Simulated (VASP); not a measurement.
Write the native input for VASP 6.6.1 that does the following.

* Task: single point
* Functional: LDA
* Potentials or basis: VASP PAW LDA potentials, release 64 (Cu)
* Cutoff: 520 eV
* k mesh: 14 × 14 × 1
* Occupations: gaussian, width 0.1 eV
* Spin: no spin polarisation
* Dipole correction: yes
* Further INCAR settings: ALGO = Fast; EDIFF = 1e-07; NBANDS = 54

The structure of Cu lies in POSCAR:

```
Cu
1.0
    2.4880527793      0.0000000000      0.0000000000
    0.0000000000      2.4880527793      0.0000000000
    0.0000000000      0.0000000000     27.3152329456
Cu
8
Direct
    0.5000000000      0.5000000000      0.2745720681
    0.0000000000      0.0000000000      0.3389800486
    0.5000000000      0.5000000000      0.4033880292
    0.0000000000      0.0000000000      0.4677960097
    0.5000000000      0.5000000000      0.5322039903
    0.0000000000      0.0000000000      0.5966119708
    0.5000000000      0.5000000000      0.6610199514
    0.0000000000      0.0000000000      0.7254279319
```

The slab is cut from a database's or a generator's crystal, which needn't be the stable form of the element.

The cell isn't the ideal one: (1 0 0) slab cut from the bulk.

The input as run:

INCAR

```
SYSTEM = Cu
ALGO = Fast
DIPOL = 0.5 0.5 0.500
EDIFF = 1E-7
ENCUT = 520
GGA = CA
IDIPOL = 3
ISIF = 2
ISMEAR = 0
LASPH = .TRUE.
LCHARG = .FALSE.
LDIPOL = .TRUE.
LREAL = .FALSE.
LWAVE = .FALSE.
NBANDS = 54
NELM = 100
PREC = Accurate
SIGMA = 0.1
```

KPOINTS

```
k-points
0
G
  14 14 1
  0 0 0
```

Potentials or basis: VASP PAW LDA potentials, release 64 (Cu).

Run with:

```console
$ cat potpaw_LDA.64/Cu/POTCAR > POTCAR
$ mpirun -np 1 vasp_std > vasp.out
```

It gave:

```
Largest force          : 0.268 eV/Å
Band gap on the k mesh : none (metal or under the smearing width)
```

It took 7.4 min on 1 thread of Intel(R) Xeon(R) Platinum 8488C (Sapphire Rapids), on a shared host, peak memory 0.35 GiB.
